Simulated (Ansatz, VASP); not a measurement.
**One calculation of TiO2, two programs**

The input INCAR:

```
SYSTEM = TiO2
ALGO     = Normal         ! electronic algorithm
EDIFF    = 1E-6           ! SCF threshold, eV
ENCUT    = 520            ! plane-wave cutoff, eV
GGA      = PE             ! functional
ISIF     = 2              ! what is computed and relaxed
ISMEAR   = 0              ! smearing method
LASPH    = .TRUE.         ! aspherical terms in the spheres
LCHARG   = .TRUE.         ! write CHGCAR
LELF     = .TRUE.         ! ELF
LREAL    = .FALSE.        ! projectors in reciprocal space
LVHAR    = .TRUE.       
LWAVE    = .FALSE.        ! write WAVECAR
NBANDS   = 33             ! bands
NELM     = 60             ! most SCF steps
PREC     = Accurate       ! precision mode
SIGMA    = 0.05           ! smearing width, eV
```

KPOINTS

```
k-points
0
G
  6 6 10
  0 0 0
```

The input POSCAR:

```
TiO2
1.0
    4.3184000000      0.0000000000      0.0000000000
    0.0000000000      4.3184000000      0.0000000000
    0.0000000000      0.0000000000      3.0429000000
Ti O
2 4
Direct
    0.0000000000      0.0000000000      0.0000000000
    0.5000000000      0.5000000000      0.5000000000
    0.3050970583      0.3050970583      0.0000000000
    0.1949029417      0.8050970583      0.5000000000
    0.6949029417      0.6949029417      0.0000000000
    0.8050970583      0.1949029417      0.5000000000
```

Input for Ansatz:

```yaml
crystal:
  lattice:
    - [4.3184, 0.0, 0.0]
    - [0.0, 4.3184, 0.0]
    - [0.0, 0.0, 3.0429]
  atoms:
    - { symbol: Ti, position: [0.0, 0.0, 0.0] }
    - { symbol: Ti, position: [0.5, 0.5, 0.5] }
    - { symbol: O, position: [0.3050970583, 0.3050970583, 0.0] }
    - { symbol: O, position: [0.1949029417, 0.8050970583, 0.5] }
    - { symbol: O, position: [0.6949029417, 0.6949029417, 0.0] }
    - { symbol: O, position: [0.8050970583, 0.1949029417, 0.5] }
basis:
  ecutwfc: 520.0
kpoints:
  mp_grid: { grid: [6, 6, 10] }
hamiltonian:
  xc: pbe
  pseudopotentials: { kind: paw, azcp: { folder: soft_1 } }
scf:
  occupations: { method: gaussian, width: 0.05 }
output:
  forces: true
  stress: true
  eigenvalues: true
```

Alike in both runs: task single point; functional PBE; k mesh 6 × 6 × 10; occupations gaussian, width 0.05 eV; no spin polarisation.

|  | VASP | Ansatz |
| --- | --- | --- |
| version | VASP 6.6.1 | Ansatz 0.2.0 |
| potentials or method | VASP PAW PBE potentials, release 64 (Ti_sv, O) | scalar-relativistic, plane waves, PAW |
| plane-wave cutoff (eV) | 520 | 520 |
| valence electrons in the cell | 48 | 48 |

|  | VASP | Ansatz | Ansatz less VASP |
| --- | --- | --- | --- |
| gap on the k mesh at the Fermi level (eV) | 2.08 | 2.12 | +0.042 |
| least direct gap on the mesh (eV) | 2.08 | 2.12 | +0.042 |
| rms of the force components (eV/Å) | 0.054 | 0.055 | +0.0012 |

Atom by atom the forces differ by 0.001 eV/Å (rms over components).

 A k mesh can miss the band edges. Expect the measured gap to be larger: semilocal functionals such as PBE lack the derivative discontinuity.
